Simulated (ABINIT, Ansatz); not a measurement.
## A GW run on TePb (Fm-3m) in ABINIT, with inputs changed

A base run on TePb (Fm-3m), then changed inputs.

Program: ABINIT 10.8.3. Level of theory: PBE and many-body steps on it, plane waves. Results are calculated unless marked as measured.

Most raw output is cut from this account.

### Step 1. Set-up

The structure is cubic, space group Fm-3m (No. 225). The conventional cell has a = 6.462 Å, b = 6.462 Å, c = 6.462 Å, α = 90.00°, β = 90.00°, γ = 90.00°. Te has 6 Pb at 3.23 Å nearest. Pb has 6 Te at 3.23 Å nearest. Farther neighbours and most contacts between anions are not listed.

The cell and positions come from the Crystallography Open Database and are kept as given unless a step says otherwise. Spin-orbit coupling is left out unless a step names it.

### Step 2. Screening, 4×4×4 mesh, 268 bands, screening to 247.6 eV

This step: ABINIT 10.8.3; RPA screening on PBE, plane waves, norm-conserving pseudopotentials.

The RPA dielectric matrix is built and inverted for each q.

Input file run.abi:

```
acell 3*1.0 Angstrom
rprim 
  -0.000000000000 3.231000000000 3.231000000000
  3.231000000000 0.000000000000 3.231000000000
  3.231000000000 3.231000000000 0.000000000000
ntypat 2
znucl 52 82
natom 2
typat 1 2
xred 
  0.500000000000 0.500000000000 0.500000000000
  0.000000000000 0.000000000000 0.000000000000
pp_dirpath "pseudos"
pseudos "Te.upf, Pb.upf"
ecut 39
ngkpt 4 4 4
nshiftk 1
shiftk 0 0 0
kptopt 1
chksymbreak 0
istwfk *1
occopt 1
irdwfk 1
optdriver 3
nband 268
ecuteps 9.1
inclvkb 2
awtr 1
symchi 1
indata_prefix "in"
outdata_prefix "out"
tmpdata_prefix "tmp"
```

Run with:

```
$ OMP_NUM_THREADS=1 mpirun -n 4 abinit run.abi > log
```

Elapsed: 8.4 min, on 4 MPI ranks of Arm Neoverse V1, shared host; peak memory 2.7 GiB; 34 min of CPU time.

Numbers from this step:

* ε∞ with local fields, on this mesh, along the program's q direction: 38.55
* the same without local fields: 41.24
* plasma frequency: 30.66 eV
* plane waves in the screening matrix: 609

Local fields lower ε∞ by 7 %.

### Step 3. Base

The self-energy is evaluated for the states that the input lists, and the levels follow from it, in one-shot runs by the linearised quasiparticle equation.

This step: G0W0 on PBE, plane waves, norm-conserving pseudopotentials.

Edit run.abi of step 2 so:

```diff
@@ -23,8 +23,17 @@
 irdwfk 1
-optdriver 3
+optdriver 4
 nband 268
+gwcalctyp 0
+ecutsigx 39
+symsigma 1
+nkptgw 2
+kptgw 
+  0.5000000000 0.0000000000 0.0000000000
+  0.0000000000 0.0000000000 0.0000000000
+bdgw 
+  21 26
+  21 26
 ecuteps 9.1
-inclvkb 2
-awtr 1
-symchi 1
+irdscr 1
+ppmodel 1
 indata_prefix "in"
```

Wall time 2.5 min (4 MPI ranks); peak memory 2.9 GiB; 10 min of CPU time.

This step gave:

```
G0W0 gap on the points computed              : 0.9270 eV
starting gap on the mesh                     : 0.7388 eV
k of the valence top                         : 0.5, 0, 0
k of the conduction bottom                   : 0.5, 0, 0
Z at the valence top                         : 0.798
Z at the conduction bottom                   : 0.808
least direct G0W0 gap on the computed points : 0.9270 eV
```

The gap on the mesh goes from 0.74 eV to 0.93 eV, a correction of +0.19 eV.

### Step 4. Exchange cutoff of one hartree

Edit run.abi of step 3 so:

```diff
@@ -26,3 +26,3 @@
 gwcalctyp 0
-ecutsigx 39
+ecutsigx 1
 symsigma 1
```

Wall time 6.6 s (4 MPI ranks); peak memory 1.2 GiB.

The run ended normally, though the input holds a fault or crude settings.

The fault put into this input: exchange cutoff of one hartree. It printed a gap of -0.54 eV, an artefact of the input.

### Step 5. Side by side

Times are wall times on 4 MPI ranks of Arm Neoverse V1, shared host, good to a factor of about two. A run's time includes the screening step that it read.

| run | mesh | bands | screening cutoff (eV) | DFT gap (eV) | gap on the mesh (eV) | direct (eV) | ε∞ used | time |
| --- | --- | --- | --- | --- | --- | --- | --- | --- |
| base | 4×4×4 | 268 | 247.6 | 0.739 | 0.927 | 0.927 | 38.55 | 11 min |

### Step 6. Results

```json
{
  "base": "0.927 eV",
  "known limits": "not at the basis limit; model gap, bands may invert with spin-orbit coupling; mesh may overstate the screening; no spin-orbit coupling; coarse k mesh"
}
```

In words: Bands and cutoff are finite, so the gap is not at the basis limit. The miss can reach some tenths of an eV and take either sign; the mesh is an error of its own. In the G0W0 run levels were corrected at 2 k points alone, so a gap called «on the mesh» is the least over those, and an edge elsewhere would be missed. The 4×4×4 mesh is coarse for this cell, which bears on the long-range parts of exchange and screening. Where an edge is built on 6p states of lead, bismuth or thallium, scalar-relativistic gaps usually stand too wide, by a few tenths to over one eV. With atoms this heavy and so narrow a gap, spin-orbit coupling can invert the bands. These scalar-relativistic gaps are then model values, not to be set against experiment, and a spin-orbit change taken from DFT can't simply be added. The RPA ε∞ on this mesh reaches over 25; with a narrow direct gap a coarse mesh can overstate it, and the correction is then too small.

[Paths, hosts, dates, memory and timing lines, banners, echoed tables and standing remarks are left out of the program output.]

[Logs are printed without paths, hosts, clocks, repeated set-up lines and the standing remarks that a program may print on its own settings, such as how far it seeks lower states.]

[Runs of the session that timed out or met a known fault of the program may be left out.]

[Hosts, paths, dates, database ids (printed as entryN), source tags and the programs' standing remarks are cut or masked in the printed files.]

[G0W0 gaps are taken among the corrected bands and points alone; a level outside them can change the order at an edge.]

[Where Ansatz stands beside ABINIT at settings called matched, ABINIT's density can come from a denser mesh and the files from another edition; pairs whose starting gaps differed by over 0.03 eV were left out, so agreement reads better than it is.]
